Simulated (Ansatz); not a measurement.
**WSe₂: energy along a strain**

WSe₂, P-6m2, a = 3.318 Å, c = 16.658 Å (as given, not relaxed at this level: -0.2 GPa, forces to 0.18 eV/Å). The cell holds a free layer, 13 Å of vacuum away from its images, not a bulk crystal. Ansatz: PBE+D3(BJ), PAW, 420 eV, Γ-centred 9×9×2 mesh on 3 atoms, Gaussian smearing 0.05 eV; no spin polarisation. Cell vectors (Å): 3.318 0.000 0.000; -1.659 2.873 0.000; 0.000 0.000 16.658. The cell is strained by x per cent times the pattern (0 1 0 0 0 0) in the order xx yy zz yz xz xy (engineering shears), with fractional coordinates held. y is the free energy over the start, V0 = 52.939 Å³/atom.

```tsv
x (%)	y (meV/atom)
-6.00	47.65
-4.50	23.23
-3.00	7.72
0.00	0.00
1.50	?
4.50	35.41
6.00	57.19
```

**Question.** Fit y = c1 x + c2 x² + c3 x³ to the other rows, get the stiffness along the pattern, and predict the missing energy.

**Answer.** Least squares on the rows shown. y = 2.0921 x + 1.4540 x² − 0.036083 x³. The clamped-ion stiffness p·C·p = 2 × 14.54 eV × 160.2 / 52.939 Å³ = 88 GPa, which is C22 in these axes (second derivative at the start, which stands under stress). The vacuum dilutes this figure; times the height of the cell it is 147 N/m for the layer. At x = 1.50 the fit asked for gives 6.29 meV/atom. The run gave 6.22 meV/atom, so the fit is 0.07 meV/atom too high, within the rms miss on the fitted rows (0.10 meV/atom).

Spin–orbit coupling is left out, which can shift energies with elements as heavy as these.

This form isn't the usual stable structure of the compound.